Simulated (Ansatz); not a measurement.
Al2Cu: relaxation of cell and atoms with PBEsol

The system is Al2Cu.

```
Cu Al
1.0
    -2.03034    2.03034    2.85109
     2.03034   -2.03034    2.85109
     2.03034    2.03034   -2.85109
Cu Al
1 2
Direct
  0.50000 0.50000 0.00000
  0.25000 0.75000 0.50000
  0.75000 0.25000 0.50000
```

The cell comes from a database or a generator and needn't be the stable form of this composition.

```yaml
Program: Ansatz 0.2.0
Task: relaxation of cell and atoms
Functional: PBEsol
Potentials_or_basis: Ansatz PAW
Cutoff: "420 eV (not typed: the program's choice for these potentials)"
k_mesh: 9 × 9 × 9
Occupations: fermi-dirac, width 0.05 eV
Spin: no spin polarisation
Target_pressure: 20 GPa
Target_pressure_GPa: 20
```

```
Relaxed volume                                         : 13.60 Å³/atom
Relaxed cell                                           : a = 3.861 Å, b = 3.861 Å, c = 3.861 Å, α = 119.85°, β = 119.85°, γ = 90.25°
Space group after relaxing (to 0.05 Å)                 : Fm-3m (No. 225)
Energy change on relaxing (the enthalpy is what falls) : +113.2 meV/atom
Ionic steps                                            : 7
Pressure after relaxing                                : 20.0 GPa
Band gap on the k mesh                                 : none (metal or under the smearing width)
```

Step by step:
| step | energy change (eV) | largest force (eV/Å) | volume (Å³) |
| --- | --- | --- | --- |
| 1 | 0.0000 | 0.0000 | 47.01 |
| 2 | 0.3093 | 0.0000 | 41.03 |
| 3 | 0.3434 | 0.0000 | 40.75 |
| 4 | 0.3373 | 0.0000 | 40.80 |
| 5 | 0.3388 | 0.0000 | 40.80 |
| 6 | 0.3397 | 0.0000 | 40.80 |
| 7 | 0.3397 | 0.0000 | 40.80 |

Final structure:
```yaml
crystal:
  lattice:
    - [-1.93489, 1.93489, 2.72420]
    - [1.93489, -1.93489, 2.72420]
    - [1.93489, 1.93489, -2.72420]
  atoms:
    - { symbol: Cu, position: [0.50000, 0.50000, 0.00000] }
    - { symbol: Al, position: [0.25000, 0.75000, 0.50000] }
    - { symbol: Al, position: [0.75000, 0.25000, 0.50000] }
```

Levels at points of the mesh, in eV from the Fermi level:
| k point | band 10 | band 11 | band 12 | band 13 | band 14 | band 15 | band 16 | band 17 |
| --- | --- | --- | --- | --- | --- | --- | --- | --- |
| (0.00, 0.00, 0.00) | -4.51 | 2.92 | 2.92 | 2.95 | 3.48 | 3.53 | 3.53 | 6.01 |

It took 22 s on 2 threads of Arm Neoverse N1 (shared host), peak memory 0.37 GiB.

Caveat: the plane-wave basis is chosen anew once the cell has moved, so the energies of steps on either side of that aren't comparable; the PAW data sets come from PBE, with cores solved anew for the run's functional, which leaves a small shift of forces and pressure.
